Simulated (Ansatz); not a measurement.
# HfSi39: the cost of one run

Program: Ansatz 0.2.0. Level of theory: DFT PBE, scalar-relativistic, plane waves, PAW. These are calculated values, not measurements.

3 further runs of the same task are left out: 3 set aside as unsound or not needed.

### Step 1. Starting point

The structure is cubic, space group Fd-3m (No. 227). The conventional cell has a = 5.470 Å, b = 5.470 Å, c = 5.470 Å, α = 90.00°, β = 90.00°, γ = 90.00°. Around Si (site symmetry -43m) lie 4 Si at 2.37 Å.

As a file:

```cif
data_structure
_symmetry_space_group_name_H-M 'Fd-3m:1'
_symmetry_Int_Tables_number 227
_cell_length_a 5.4701
_cell_length_b 5.4701
_cell_length_c 5.4701
_cell_angle_alpha 90.000
_cell_angle_beta 90.000
_cell_angle_gamma 90.000
_cell_volume 163.68
loop_
_atom_site_label
_atom_site_type_symbol
_atom_site_symmetry_multiplicity
_atom_site_Wyckoff_symbol
_atom_site_fract_x
_atom_site_fract_y
_atom_site_fract_z
_atom_site_occupancy
Si1 Si 8 b 0.25000 0.75000 0.25000 1
```

It goes back to an entry of the Materials Project.

It is the result of an earlier relaxation at this level (volume 20.46 Å³/atom; gap on the mesh: 0.65 eV).

The host's static dielectric tensor, from an earlier linear-response run, has a mean of 12.98.

The perfect supercell (rows 1 -3 0; -3 1 2; 0 2 -3 in vectors of this cell) comes from an earlier run at this level (40 atoms, E(σ→0) -25432.0047 eV, gap 0.75 eV on its own mesh).

### Step 2. Making the defect

The atom at (0.575, 0.775, 0.100) of the supercell is replaced. The other atoms start on their ideal sites. Its neighbours are 4 Si at 2.37 Å.

### Step 3. Relaxing the defect, charge 0

Input file input.yaml:

```yaml
crystal:
  lattice:
    - [-8.2051404881, 2.7350468294, -5.4700936587]
    - [8.2051404881, -2.7350468294, -5.4700936587]
    - [-2.7350468294, -8.2051404881, 5.4700936587]
  atoms:
    - { symbol: Hf, position: [0.575, 0.775, 0.1] }
    - { symbol: Si, position: [0.425, 0.725, 0.4] }
    - { symbol: Si, position: [0.125, 0.625, 1.0] }
    - { symbol: Si, position: [0.275, 0.675, 0.7] }
    - { symbol: Si, position: [0.975, 0.575, 0.3] }
    - { symbol: Si, position: [0.825, 0.525, 0.6] }
    - { symbol: Si, position: [0.675, 0.475, 0.9] }
    - { symbol: Si, position: [0.525, 0.425, 0.2] }
    - { symbol: Si, position: [0.225, 0.325, 0.8] }
    - { symbol: Si, position: [0.375, 0.375, 0.5] }
    - { symbol: Si, position: [0.075, 0.275, 0.1] }
    - { symbol: Si, position: [0.925, 0.225, 0.4] }
    - { symbol: Si, position: [0.775, 0.175, 0.7] }
    - { symbol: Si, position: [0.625, 0.125, 0.0] }
    - { symbol: Si, position: [0.475, 0.075, 0.3] }
    - { symbol: Si, position: [0.175, 0.975, 0.9] }
    - { symbol: Si, position: [0.325, 0.025, 0.6] }
    - { symbol: Si, position: [0.025, 0.925, 0.2] }
    - { symbol: Si, position: [0.725, 0.825, 0.8] }
    - { symbol: Si, position: [0.875, 0.875, 0.5] }
    - { symbol: Si, position: [0.5, 0.5, 0.0] }
    - { symbol: Si, position: [0.35, 0.45, 0.3] }
    - { symbol: Si, position: [0.05, 0.35, 0.9] }
    - { symbol: Si, position: [0.2, 0.4, 0.6] }
    - { symbol: Si, position: [0.9, 0.3, 0.2] }
    - { symbol: Si, position: [0.75, 0.25, 0.5] }
    - { symbol: Si, position: [0.6, 0.2, 0.8] }
    - { symbol: Si, position: [0.45, 0.15, 0.1] }
    - { symbol: Si, position: [0.15, 0.05, 0.7] }
    - { symbol: Si, position: [0.3, 0.1, 0.4] }
    - { symbol: Si, position: [1.0, 1.0, 1.0] }
    - { symbol: Si, position: [0.85, 0.95, 0.3] }
    - { symbol: Si, position: [0.7, 0.9, 0.6] }
    - { symbol: Si, position: [0.55, 0.85, 0.9] }
    - { symbol: Si, position: [0.4, 0.8, 0.2] }
    - { symbol: Si, position: [0.1, 0.7, 0.8] }
    - { symbol: Si, position: [0.25, 0.75, 0.5] }
    - { symbol: Si, position: [0.95, 0.65, 0.1] }
    - { symbol: Si, position: [0.65, 0.55, 0.7] }
    - { symbol: Si, position: [0.8, 0.6, 0.4] }
  host:
    lattice:
      - [0.0, 2.7350468294, 2.7350468294]
      - [2.7350468294, 0.0, 2.7350468294]
      - [2.7350468294, 2.7350468294, 0.0]
    atoms:
      - { symbol: Si, position: [0.25, 0.25, 0.25] }
      - { symbol: Si, position: [0.0, 0.0, 0.0] }
basis:
  ecutwfc: 420
  xc_grid: 2
kpoints:
  mp_grid: { grid: [1, 1, 1], shift: [0.0, 0.0, 0.0] }
hamiltonian:
  xc: pbe
scf:
  occupations: { method: gaussian, width: 0.01 }
output:
  forces: true
  stress: false
  eigenvalues: true
  charged_corrections:
    defect_position: [0.575, 0.775, 0.1]
    epsilon: [[12.9823, 0.0, 0.0], [0.0, 12.9823, 0.0], [0.0, 0.0, 12.9823]]
relax:
  adjacent_minimum: "off"
  f_tol: 0.025
  max_steps: 45
```

Run with:

```sh
> ansatz run input.yaml --threads 4 --pin off --max-ram 8192MiB --backend cpu --events-out ev --progress --plain --runs-dir out
```

**Question.** How long does this run take on 4 threads of Arm Neoverse N1, shared host, and how much memory does it need?

About 24 s, with a peak of 0.79 GiB.
